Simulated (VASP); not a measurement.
The system is BaTiO3.

```
Ba Ti O
1.0
     3.99980    0.00000    0.00000
     0.00000    3.99980    0.00000
     0.00000    0.00000    4.01800
Ba Ti O
1 1 3
Cartesian
  0.0000 0.0000 0.0000
  1.9999 1.9999 1.9688
  0.0000 1.9999 2.0773
  1.9999 0.0000 2.0773
  1.9999 1.9999 0.0763
```

```yaml
Program: VASP 6.6.1
Task: relaxation of cell and atoms
Functional: PBE
Dispersion: D3(BJ)
Potentials_or_basis: VASP PAW PBE potentials, release 64 (Ba_sv, Ti_sv, O)
Cutoff: 600 eV
k_mesh: 7 × 7 × 7
Occupations: fermi-dirac, width 0.05 eV
Spin: no spin polarisation
```

At the start: pressure 0.7 GPa; volume 12.86 Å³/atom.

Problem. Where does the relaxation end?

Solution. Over 17 steps the energy falls by 3.1 meV/atom and the volume is 13.06 Å³/atom (+1.6 %); space group P4mm (No. 99, to 0.05 Å).

Step by step:
| step | energy change (eV) | largest force (eV/Å) | pressure (GPa) | volume (Å³) |
| --- | --- | --- | --- | --- |
| 1 | 0.0000 | 0.2777 | 0.67 | 64.28 |
| 2 | -0.0063 | 0.1896 | -0.33 | 64.78 |
| 3 | -0.0076 | 0.1749 | -0.99 | 65.14 |
| 4 | -0.0110 | 0.0903 | 0.03 | 64.90 |
| 5 | -0.0111 | 0.0925 | 0.24 | 64.85 |
| 6 | -0.0127 | 0.0743 | 0.23 | 64.92 |
| 7 | -0.0139 | 0.0798 | 0.23 | 64.99 |
| 8 | -0.0138 | 0.1117 | 0.26 | 65.14 |
| 9 | -0.0143 | 0.0950 | 0.24 | 65.06 |
| 10 | 0.1793 | 0.0641 | 0.80 | 65.30 |
| 11 | -0.0113 | 0.1166 | -1.36 | 66.03 |
| 12 | -0.0148 | 0.0452 | -0.65 | 65.58 |
| 13 | -0.0150 | 0.0525 | -0.49 | 65.48 |
| 14 | -0.0151 | 0.0609 | -0.34 | 65.39 |
| 15 | -0.0154 | 0.0680 | 0.12 | 65.28 |
| 16 | -0.0155 | 0.0544 | 0.01 | 65.31 |
| 17 | -0.0156 | 0.0119 | 0.00 | 65.29 |

Final structure:
```
CELL_PARAMETERS angstrom
3.98400 0.00000 0.00000
0.00000 3.98400 0.00000
0.00000 0.00000 4.11355
ATOMIC_POSITIONS crystal
Ba 0.00000 0.00000 0.99669
Ti 0.50000 0.50000 0.47885
O 0.00000 0.50000 0.51762
O 0.50000 0.00000 0.51762
O 0.50000 0.50000 0.03222
```
